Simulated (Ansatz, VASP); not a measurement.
FeO in VASP and in Ansatz

INCAR

```
SYSTEM = FeO
  PREC = Accurate
  ENCUT = 520
  EDIFF = 1E-6
  ISMEAR = -1
  SIGMA = 0.15
  LREAL = .FALSE.
  LASPH = .TRUE.
  NELM = 150
  ALGO = Normal
  ISIF = 2
  LWAVE = .FALSE.
  LCHARG = .FALSE.
  ISPIN = 2
  MAGMOM = 3.4 -3.4 0 0
  LORBIT = 11
  LMAXMIX = 4
  LDAU = .TRUE.
  LDAUTYPE = 2
  LDAUL = 2 -1
  LDAUU = 4 0
  LDAUJ = 0 0
  LDAUPRINT = 1
  GGA = PE
  NBANDS = 26
```

The input KPOINTS:

```
regular mesh
0
G
  3 3 3
  0 0 0
```

POSCAR

```
FeO
1.0
   -4.1410210000      0.2684980000      4.1492460000
   -0.0177770000      2.0952170000      2.1910950000
   -2.1130670000      2.0213020000      0.0916920000
Fe O
2 2
Direct
    0.2682040000      0.8241160000      0.9026670000
    0.7723980000      0.8426580000      0.8920050000
    0.5176260000      1.3984400000      1.3489200000
    1.0340870000      1.3254290000      1.4050660000
```

Input for Ansatz:

```yaml
crystal:
  lattice:
    - [-4.141021, 0.268498, 4.149246]
    - [-0.017777, 2.095217, 2.191095]
    - [-2.113067, 2.021302, 0.091692]
  atoms:
    - { symbol: Fe, position: [0.268204, 0.824116, 0.902667], spin: 3.4 }
    - { symbol: O, position: [0.517626, 1.39844, 1.34892] }
    - { symbol: Fe, position: [0.772398, 0.842658, 0.892005], spin: -3.4 }
    - { symbol: O, position: [1.034087, 1.325429, 1.405066] }
kpoints:
  mp_grid: { grid: [3, 3, 3] }
hamiltonian:
  xc: pbe
  pseudopotentials: { kind: paw }
  hubbard:
    sites: [{ species: Fe, l: d, u_eff: 4.0 }]
    projectors: all-electron-ortho-atomic
scf:
  occupations: { method: fermi_dirac, width: 0.15 }
output:
  forces: true
  stress: true
  eigenvalues: true
magnetization:
  spin_polarized: true
```

Alike in both runs: task single point; functional PBE; k mesh 3 × 3 × 3; occupations fermi-dirac, width 0.15 eV; collinear spin; Hubbard terms Fe d U = 4.0 eV.

```csv
,VASP,Ansatz
version,VASP 6.6.1,Ansatz 0.2.0 development build
potentials or method,"VASP PAW PBE potentials, release 64 (Fe, O)","plane waves, PAW datasets (generated soft set 1)"
plane-wave cutoff (eV),520,420
valence electrons in the cell,28,44
```

```tsv
	VASP	Ansatz	Ansatz less VASP
gap on the k mesh at the Fermi level (eV)	2.28	2.40	+0.117
rms of the force components (eV/Å)	0.559	0.552	-0.0071
size of the moment on the site where the two differ most (μB)	3.62	3.20	-0.415
```

Site moments also hang on the region over which each program counts them. The programs project onto different local orbitals, so the same U acts differently. The two sets of potentials don't hold the same shells in valence.

Caveats: the k mesh is coarse (spacing up to 0.90 Å⁻¹), so the values aren't converged; an odd mesh through Γ misses points on the zone boundary, where band edges often lie; forces of over 1 eV/Å show positions far from the minimum, so gaps and moduli don't describe the material at rest. The state reached can hang on the start; a lower one may exist.
